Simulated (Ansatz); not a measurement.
## Elastic constants of Al$_{3}$Cu: input and output

Theory: Ansatz 0.2.0, DFT PBEsol, scalar-relativistic, plane waves, PAW.

Launched with:
```bash
ansatz run input.yaml --threads 1 --pin off --max-ram 3072MiB --backend cpu --events-out ev --progress --plain --runs-dir out
```

Input (bare energies are in eV):
```yaml
crystal:
  lattice:
    - [2.7859707306, 0.0, 0.0]
    - [0.0, 2.7859707306, 0.0]
    - [0.0, 0.0, 7.5697807095]
  atoms:
    - { symbol: Al, position: [0.0, 0.0, 0.5] }
    - { symbol: Al, position: [0.5, 0.5, 0.2213906887] }
    - { symbol: Al, position: [0.5, 0.5, 0.7786093113] }
    - { symbol: Cu, position: [0.0, 0.0, 0.0] }
basis:
  ecutwfc: 420
kpoints:
  mp_grid: { grid: [16, 16, 6] }
hamiltonian:
  xc: pbesol
scf:
  occupations: { method: fermi_dirac, width: 0.15 }
output:
  forces: true
  stress: true
  eigenvalues: true
elastic:
  mode: clamped_ion
  amplitude: 0.005
  stencil: two_point
```

From the output:
```
--- Elastic constants: 4 strain directions × 2 members + reference (group order 16) ---
  dense FFT box of the reference and of every strained cell: 20×20×54
  strains applied: 11, 33, 23, 12; error gains: componentwise 1.00 (the most a stress slope's error grows in a printed constant), spectral 1.41 (1 for all six strains in a standard setting)
  C = ∂σ_k/∂η_j (tension-positive GPa; Voigt order 11 22 33 23 13 12):
       148.212     99.604     63.299     -0.000      0.000      0.000
        99.604    148.212     63.299     -0.000      0.000      0.000
        63.202     63.202    180.197     -0.000      0.000      0.000
         0.000     -0.000     -0.000     53.335      0.000      0.000
         0.000     -0.000     -0.000     -0.000     53.335     -0.000
         0.000     -0.000     -0.000      0.000      0.000     41.811
  reference stress σ⁰ (GPa):     -0.004     -0.004      0.003      0.000      0.000      0.000
  C* (energy form; C + prestress term) asymmetry max|C*_kj − C*_jk| = 8.897e-2 GPa — a small one proves nothing (zero by symmetry where the batch's group is 432, −43m or m−3m); a large one is finite-difference/SCF noise where every solve ...
  moduli (Voigt/Reuss/Hill, GPa): K = 103.20/103.19/103.20   G = 46.40/41.86/44.13   E = 115.87   ν = 0.313
  mechanically stable: yes (min eigenvalue of sym C = 41.81 GPa)
  strain η (Voigt 11):  stress-route row diagonal C_11 = 148.21 GPa, energy-path curvature d²(F+E_count+ΔE)/dδ²/Ω₀ = 148.03 GPa
         δ    σ_11 (GPa) F (eV) n_scf n_hpsi n_pw
    -5.000e-3      -0.7633       -8162.8455468      10  126037   1179
     5.000e-3       0.7189       -8162.8455876       8  112881   1189
  strain η (Voigt 33):  stress-route row diagonal C_33 = 180.20 GPa, energy-path curvature d²(F+E_count+ΔE)/dδ²/Ω₀ = 180.21 GPa
         δ    σ_33 (GPa) F (eV) n_scf n_hpsi n_pw
    -5.000e-3      -0.9043       -8162.8454217      10   69410   1173
     5.000e-3       0.8977       -8162.8454221       8   60390   1189
  strain η (Voigt 23):  stress-route row diagonal C_44 = 53.34 GPa, energy-path curvature d²(F+E_count+ΔE)/dδ²/Ω₀ = 53.33 GPa
         δ    σ_23 (GPa) F (eV) n_scf n_hpsi n_pw
    -5.000e-3      -0.2667       -8162.8460035       8  156971   1181
     5.000e-3       0.2667       -8162.8460035       7  137479   1181
  strain η (Voigt 12):  stress-route row diagonal C_66 = 41.81 GPa, energy-path curvature d²(F+E_count+ΔE)/dδ²/Ω₀ = 41.78 GPa
         δ    σ_12 (GPa) F (eV) n_scf n_hpsi n_pw
    -5.000e-3      -0.2091       -8162.8460558       8  101351   1181
     5.000e-3       0.2091       -8162.8460558       8   93733   1181
```

Time: 2.6 min on 1 thread of Arm Neoverse V2, on a shared host, peak memory 0.69 GiB.

In a metal, frequencies and elastic constants depend on the k mesh and the smearing, soft modes and shear constants most.

Clamped-ion constants are upper bounds: once the atoms relax, a strain can turn out softer or unstable.